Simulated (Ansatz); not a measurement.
# Sb (P2_1/m) in Ansatz: a series of runs

The runs below take Sb through single point, with PBE.

Program: Ansatz 0.2.0. These are calculated values, not measurements. Logs are shortened: lines on timing, memory, paths and dates and some standing lists are left out, and cuts for length are marked.

## 1. Starting point

The structure is monoclinic, space group P2_1/m (No. 11). Conventional cell: a = 3.122 Å, b = 4.348 Å, c = 4.406 Å, α = 90.00°, β = 90.51°, γ = 90.00°. Sb (site symmetry m) is surrounded by 6 Sb at 3.04 to 3.15 Å.

This isn't the form of Sb at room conditions, which is rhombohedral.

## 2. Single point, PBE, 28.11 Å³/atom (volume scaled by 0.94)

input.yaml reads:

```yaml
crystal:
  lattice:
    - [3.058661625, 0.0, 0.0]
    - [0.0, 4.2587682402, 0.0]
    - [-0.0381205934, 0.0, 4.3159114163]
  atoms:
    - { symbol: Sb, position: [0.011389, 0.25, 0.241166] }
    - { symbol: Sb, position: [0.988611, 0.75, 0.758834] }
kpoints:
  mp_grid: { grid: [9, 6, 6] }
scf:
  occupations: { method: fermi_dirac, width: 0.05 }
hamiltonian:
  xc: pbe
  pseudopotentials: { kind: all_electron, lapw: { basis_error: 0.0005 } }
output:
  forces: true
  stress: true
  eigenvalues: true
```

Potentials or basis: all-electron LAPW, scalar-relativistic.

Command:

```sh
$ ansatz run input.yaml --threads 1 --pin off --max-ram 3072MiB --backend cpu --events-out ev --progress --plain --runs-dir out
```

Output:

```text
Warning: RAYON_NUM_THREADS=1 ignored (pool sized by the plan → 1); use --threads N
LAPW: plane waves up to 7.831 Å⁻¹, error target 5.0e-4 eV per atom; small_component_spin mean_spin; Sb in spheres of 1.489 Å, 23 of its electrons in bands, Dirac shells [] (how accurate: hamiltonian.pseudopotentials.lapw.basis_error, Limitations)
Engine: ansatz 0.2.0, x86_64-unknown-linux-gnu
Pseudopotentials: kind: all_electron
Pseudopotential: Sb, LAPW, valence charge 23, lapw/all_electron/scalar/gaussian/Sb, Koelling and Harmon's equation, gaussian nucleus
Functional definition: PBE
  parameter kappa = 0.804
  parameter beta = 0.06672455060314922
  exchange = pbe_x(kappa = kappa, mu = beta*pi^2/3)
  correlation = pbe_c(beta = beta)
Crystal: 2 atoms, lattice volume = 56.220 Å³
Basis set: ecut = 233.62632787877615 eV, 479 PW (Γ), exchange–correlation at level 2
Bands: 28, of which v1, the nominal top of the filled ones, is band 23 counted from 1 (22 counted from 0)
Symmetry: 4 space group operations
Space group: P21/m (ITA 11), of the structure as read, at distance tolerance 3.8e-5 Å
k-points: 112 of 324
Non-local potential: Sb, projectors of the file, none
Initial density: superposition of atomic densities (chi_scale 0.1, normalization cell)
Initial wavefunctions: plane waves of lowest kinetic energy (no species holds an atomic orbital)
Functional: x = pbe(κ = 0.804, μ = 0.2195149727645171), c = pbe(β = 0.06672455060314922)
iter 1 solved again at ethr=9.78e-5 eV; its pass at ethr=1.00e-1 eV (dr2=4.50e-2 eV) is discarded
SCF iter   1: F=—  HF=-352736.215359 eV  |F-HF|=—  |Δ(HF+E_count)|=         —  Δρ=1.02e-2  dr2=4.56e-2  ethr=9.78e-5  ⟨swp⟩=3.0  Hψ=21296  notcnv=0
preconditioner: auto → Kerker (q_TF=auto, 2.639 Å⁻¹)  [metal: Δε(μ)=0.021 eV  Ē_g=9.755 eV  σ=0.050 eV  W_gap=0.10  n_scr=18 (ndim 8)  ℏωp=15.7 eV  f_vac=0.007  D(μ)=1.50/eV (n_scr^D=10)]
SCF iter   2: F=—  HF=-352736.215532 eV  |F-HF|=—  |Δ(HF+E_count)|=   1.73e-4  Δρ=7.11e-3  dr2=2.68e-2  ethr=9.78e-5  ⟨swp⟩=2.0  Hψ=9335  notcnv=0
SCF iter   3: F=—  HF=-352736.220184 eV  |F-HF|=—  |Δ(HF+E_count)|=   4.65e-3  Δρ=2.82e-3  dr2=5.99e-3  ethr=5.82e-5  ⟨swp⟩=2.0  Hψ=9337  notcnv=0
SCF iter   4: F=—  HF=-352736.220243 eV  |F-HF|=—  |Δ(HF+E_count)|=   5.87e-5  Δρ=1.08e-3  dr2=1.29e-3  ethr=1.30e-5  ⟨swp⟩=2.0  Hψ=9335  notcnv=0
SCF iter   5: F=—  HF=-352736.220331 eV  |F-HF|=—  |Δ(HF+E_count)|=   8.86e-5  Δρ=4.20e-4  dr2=1.42e-4  ethr=2.80e-6  ⟨swp⟩=2.0  Hψ=9374  notcnv=0
iter 6 solved again at ethr=2.55e-8 eV; its pass at ethr=3.09e-7 eV (dr2=1.17e-5 eV) is discarded
SCF iter   6: F=—  HF=-352736.220439 eV  |F-HF|=—  |Δ(HF+E_count)|=   1.08e-4  Δρ=1.28e-4  dr2=1.17e-5  ethr=2.55e-8  ⟨swp⟩=2.0  Hψ=16247  notcnv=0
SCF iter   7: F=—  HF=-352736.220448 eV  |F-HF|=—  |Δ(HF+E_count)|=   8.96e-6  Δρ=2.57e-5  dr2=5.09e-7  ethr=2.54e-8  ⟨swp⟩=3.0  Hψ=9914  notcnv=0
SCF iter   8: F=-352736.220448 eV  HF=-352736.220448 eV  |F-HF|=1.09e-8  |Δ(HF+E_count)|=   4.86e-7  Δρ=1.28e-5  dr2=8.58e-8  ethr=1.11e-9  ⟨swp⟩=2.9  Hψ=9539  notcnv=0
SCF 1 converged in 8 iterations: F = -352736.220448 eV  dr2 = 8.58e-8
SCF converged after 8 iterations
Free energy (F): -352736.220448 eV
Harris-Foulkes:  -352736.220448 eV  (|F-HF|=1.09e-8)
Internal energy: -352736.208456 eV  (E = F + TS)
E sigma→0 (E₀):  -352736.214452 eV
Entropy (-TS):   -0.011992 eV (-5.996 meV/atom)
Fermi energy:    13.907173 eV
--- Per-component energies (eV) ---
  E_band       = -1749.958500
  E_kinetic    = 371746.421734
  E_xc         = -9288.308367
  E_electrostatic = -715194.321823  (all electrons and nuclei)
  E_smearing   = -0.011992  (= −TS)
  E_closure    = 0.000000  (closes the sum)
  E_atoms      = -352728.128962  (free atoms, spherical and without spin; not in F)
  Σ components = -352736.220448   (vs F -352736.220448, Δ=0.00e0)
  Basis errors (estimates in eV, not in F): energy 1.7e-4 per atom: plane waves 1.6e-4 (8.9e-5 summed), levels above the bands 3.1e-48, relativity 1.1e-8, radial functions 9.5e-6, core shells 1.8e-9; eigenvalues (radial functions only) 3.5e-7; not estimated: angular momenta, meshes, grids; target (lapw.basis_error) 5.0e-4; muffin-tin radii Sb 1.489 Å
--- Forces (eV/Å), atoms counted from 1 ---
  atom   1  Sb    -0.02169398     0.00000000     0.15470105
  atom   2  Sb     0.02169398     0.00000000    -0.15470105
  max |Σ_I F_I| component: 0.00e0 eV/Å
--- Stress (GPa, compression-positive) ---
        4.279438       0.000000       0.107199
        0.000000       4.250303       0.000000
        0.107199       0.000000       4.560067
  P = ⅓ Tr σ = 4.3633 GPa (43.633 kbar)
--- Band table (eV; the first three rows and the last of 112) ---
  k-point 0: bands = ["-130.6205", "-130.6201", "-83.5930", "-83.5925", "-83.5893", "-83.5889", "-83.5887", "-83.5885", "-15.5658", "-15.5549", "-15.4700", "-15.4494", "-15.3953", "-15.3944", "-15.3435", "-15.3432", "-15.3407", "-15.2541", "0.8737", "6.4597", "9.8898", "10.0310", "15.6708", "16.9866", "17.2277", "17.3479", "20.7510", "21.0254"]
  k-point 1: bands = ["-130.6205", "-130.6201", "-83.5928", "-83.5923", "-83.5894", "-83.5890", "-83.5887", "-83.5887", "-15.5478", "-15.5465", "-15.4610", "-15.4558", "-15.3921", "-15.3911", "-15.3483", "-15.3469", "-15.3465", "-15.2751", "1.0857", "5.6240", "10.2921", "10.5208", "15.9553", "16.0638", "16.7263", "17.2001", "20.8603", "21.4815"]
  k-point 2: bands = ["-130.6204", "-130.6202", "-83.5921", "-83.5917", "-83.5899", "-83.5893", "-83.5890", "-83.5888", "-15.5290", "-15.4942", "-15.4737", "-15.4370", "-15.3833", "-15.3826", "-15.3688", "-15.3563", "-15.3557", "-15.3303", "1.7121", "4.1497", "11.0589", "11.6271", "14.0393", "14.4668", "17.8140", "18.8785", "19.9773", "21.9037"]
  k-point 111: bands = ["-130.6201", "-130.6201", "-83.5925", "-83.5925", "-83.5918", "-83.5918", "-83.5892", "-83.5892", "-15.4470", "-15.4470", "-15.4286", "-15.4286", "-15.4052", "-15.4052", "-15.3945", "-15.3945", "-15.2999", "-15.2999", "5.4116", "5.4116", "9.9028", "9.9028", "12.3207", "12.3207", "17.4197", "17.4197", "17.9562", "17.9562"]
```

Run time: 13 s. Hardware: 1 thread of AMD EPYC 9R45 (Zen 5), shared host; peak memory 0.51 GiB.

What came out:

* Free energy: -352736.2204 eV
* Pressure: 4.4 GPa
* Largest force: 0.156 eV/Å
* Band gap on the k mesh: none (metal or under the smearing width)

## 3. Single point, PBE, 28.71 Å³/atom (volume scaled by 0.96)

input.yaml, as its differences from that of step 2:

```diff
@@ -2,5 +2,5 @@
   lattice:
-    - [3.058661625, 0.0, 0.0]
-    - [0.0, 4.2587682402, 0.0]
-    - [-0.0381205934, 0.0, 4.3159114163]
+    - [3.0802022053, 0.0, 0.0]
+    - [0.0, 4.288760554, 0.0]
+    - [-0.0383890571, 0.0, 4.34630616]
   atoms:
```

Potentials or basis: all-electron LAPW, scalar-relativistic.

Command:

```sh
$ ansatz run input.yaml --threads 1 --pin off --max-ram 3072MiB --backend cpu --events-out ev --progress --plain --runs-dir out
```

Run time: 14 s. Hardware: 1 thread of AMD EPYC 9R45 (Zen 5), shared host; peak memory 0.51 GiB.

It converged, with:

- Free energy: -352736.2475 eV
- Pressure: 2.9 GPa
- Largest force: 0.118 eV/Å
- Band gap on the k mesh: none (metal or under the smearing width)

## 4. Single point, PBE, 29.31 Å³/atom (volume scaled by 0.98)

input.yaml, as its differences from that of step 3:

```diff
@@ -2,5 +2,5 @@
   lattice:
-    - [3.0802022053, 0.0, 0.0]
-    - [0.0, 4.288760554, 0.0]
-    - [-0.0383890571, 0.0, 4.34630616]
+    - [3.1014456505, 0.0, 0.0]
+    - [0.0, 4.3183391477, 0.0]
+    - [-0.0386538176, 0.0, 4.3762816325]
   atoms:
```

Command:

```sh
$ ansatz run input.yaml --threads 1 --pin off --max-ram 3072MiB --backend cpu --events-out ev --progress --plain --runs-dir out
```

Run time: 13 s. Hardware: 1 thread of AMD EPYC 9R45 (Zen 5), shared host; peak memory 0.51 GiB.

The run converged. Its results:

- Free energy: -352736.2642 eV
- Pressure: 1.6 GPa
- Largest force: 0.084 eV/Å
- Band gap on the k mesh: none (metal or under the smearing width)

## 5. Single point, PBE, 29.90 Å³/atom

input.yaml, as its differences from that of step 4:

```diff
@@ -2,5 +2,5 @@
   lattice:
-    - [3.1014456505, 0.0, 0.0]
-    - [0.0, 4.3183391477, 0.0]
-    - [-0.0386538176, 0.0, 4.3762816325]
+    - [3.122402, 0.0, 0.0]
+    - [0.0, 4.347518, 0.0]
+    - [-0.038915, 0.0, 4.405852]
   atoms:
```

Command:

```sh
$ ansatz run input.yaml --threads 1 --pin off --max-ram 3072MiB --backend cpu --events-out ev --progress --plain --runs-dir out
```

It took 14 s on 1 thread of AMD EPYC 9R45 (Zen 5), shared host; peak memory 0.51 GiB.

It converged, with:

| Quantity | Value |
| --- | --- |
| Free energy | -352736.2717 eV |
| Pressure | 0.4 GPa |
| Largest force | 0.055 eV/Å |
| Band gap on the k mesh | none (metal or under the smearing width) |

## 6. Single point, PBE, 30.50 Å³/atom (volume scaled by 1.02)

input.yaml, as its differences from that of step 5:

```diff
@@ -2,5 +2,5 @@
   lattice:
-    - [3.122402, 0.0, 0.0]
-    - [0.0, 4.347518, 0.0]
-    - [-0.038915, 0.0, 4.405852]
+    - [3.1430807616, 0.0, 0.0]
+    - [0.0, 4.376310349, 0.0]
+    - [-0.0391727227, 0.0, 4.4350306782]
   atoms:
```

Potentials or basis: all-electron LAPW, scalar-relativistic.

Command:

```sh
$ ansatz run input.yaml --threads 1 --pin off --max-ram 3072MiB --backend cpu --events-out ev --progress --plain --runs-dir out
```

Wall time 12 s (1 thread of AMD EPYC 9R45 (Zen 5), shared host); peak memory 0.51 GiB.

It converged, with:

- Free energy: -352736.2711 eV
- Pressure: -0.6 GPa
- Largest force: 0.034 eV/Å
- Band gap on the k mesh: none (metal or under the smearing width)

## 7. Single point, PBE, 31.10 Å³/atom (volume scaled by 1.04)

input.yaml, as its differences from that of step 6:

```diff
@@ -2,5 +2,5 @@
   lattice:
-    - [3.1430807616, 0.0, 0.0]
-    - [0.0, 4.376310349, 0.0]
-    - [-0.0391727227, 0.0, 4.4350306782]
+    - [3.1634909488, 0.0, 0.0]
+    - [0.0, 4.404728745, 0.0]
+    - [-0.0394270982, 0.0, 4.4638303856]
   atoms:
```

Command:

```sh
$ ansatz run input.yaml --threads 1 --pin off --max-ram 3072MiB --backend cpu --events-out ev --progress --plain --runs-dir out
```

Run time: 11 s. Hardware: 1 thread of AMD EPYC 9R45 (Zen 5), shared host; peak memory 0.5 GiB.

Results (log left out):

| Item | Value |
| --- | --- |
| Free energy | -352736.2631 eV |
| Pressure | -1.5 GPa |
| Largest force | 0.032 eV/Å |
| Band gap on the k mesh | none (metal or under the smearing width) |

## 8. Single point, PBE, 31.70 Å³/atom (volume scaled by 1.06)

input.yaml, as its differences from that of step 7:

```diff
@@ -2,5 +2,5 @@
   lattice:
-    - [3.1634909488, 0.0, 0.0]
-    - [0.0, 4.404728745, 0.0]
-    - [-0.0394270982, 0.0, 4.4638303856]
+    - [3.183641116, 0.0, 0.0]
+    - [0.0, 4.4327850985, 0.0]
+    - [-0.039678233, 0.0, 4.4922631929]
   atoms:
```

Command:

```sh
$ ansatz run input.yaml --threads 1 --pin off --max-ram 3072MiB --backend cpu --events-out ev --progress --plain --runs-dir out
```

Wall time 12 s (1 thread of AMD EPYC 9R45 (Zen 5), shared host); peak memory 0.5 GiB.

Results (log left out):

```yaml
Free_energy: -352736.2485 eV
Pressure: -2.4 GPa
Largest_force: 0.047 eV/Å
Band_gap_on_the_k_mesh: none (metal or under the smearing width)
```

## 9. The reference run

An earlier run on the cell as given: functional PBE; potentials or basis all-electron LAPW, scalar-relativistic; cutoff 204 eV (chosen from the basis error); basis error allowed 0.001 eV/atom; k mesh 9 × 6 × 6; occupations fermi-dirac, width 0.05 eV; no spin polarisation.

- Pressure: 0.4 GPa
- Largest force: 0.055 eV/Å
- Band gap on the k mesh: none (metal or under the smearing width)
